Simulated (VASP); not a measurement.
Ti:

```
CELL_PARAMETERS angstrom
4.51158 0.00000 0.00000
-2.25579 3.90715 0.00000
0.00000 0.00000 2.79805
ATOMIC_POSITIONS crystal
Ti 0.00000 0.00000 0.00000
Ti 0.33333 0.66667 0.50000
Ti 0.66667 0.33333 0.50000
```

This isn't the form of Ti at room conditions, which is hcp.

Base run:

```yaml
Program: VASP 6.6.1
Functional: PBEsol
Potentials_or_basis: VASP PAW PBE potentials, release 64 (Ti_sv)
Cutoff: 520 eV
k_mesh: 12 × 12 × 14
Occupations: gaussian, width 0.5 eV
Spin: no spin polarisation
```

Its results: band gap on the k mesh none (metal or under the smearing width); pressure 0.7 GPa.

Task: The run is repeated on the same cell with these changes: functional from PBEsol to r2SCAN; occupations from gaussian, width 0.5 eV to gaussian, width 0.1 eV. What comes out?

Result: Band gap on the k mesh none (metal or under the smearing width); pressure 4.8 GPa.

Caveats: the PAW data sets were made with another functional, which shifts forces and pressure a little.
